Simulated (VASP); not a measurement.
Nb, 1 atom in the cell. It takes space group Fm-3m (No. 225, cubic). Conventional cell: a = 4.218 Å, b = 4.218 Å, c = 4.218 Å, α = 90.00°, β = 90.00°, γ = 90.00°. Around Nb (site symmetry m-3m) lie 12 Nb at 2.98 Å. This isn't the form of Nb at room conditions, which is bcc.

* Program: VASP 6.6.1
* Task: single point
* Functional: PBE
* Potentials or basis: VASP PAW PBE potentials, release 64 (Nb_sv)
* Cutoff: 520 eV
* k mesh: 18 × 18 × 18
* Occupations: gaussian, width 0.1 eV
* Spin: no spin polarisation
* Dipole correction: no
* Further INCAR settings: ALGO = Normal; EDIFF = 1e-06; NBANDS = 12

Potentials or basis: VASP PAW PBE potentials, release 64 (Nb_sv).

The run is started by

```console
$ cat potpaw_PBE.64/Nb_sv/POTCAR > POTCAR
$ mpirun -np 1 vasp_std > vasp.out
```

Hardware: 1 thread of AMD EPYC 9R45 (Zen 5), on a shared host.

Task: Estimate the wall time of this run.

Result: Wall time 25 s on 1 thread of AMD EPYC 9R45 (Zen 5) (shared host), peak memory 0.14 GiB. Counts: scf iterations 12, k points 195.
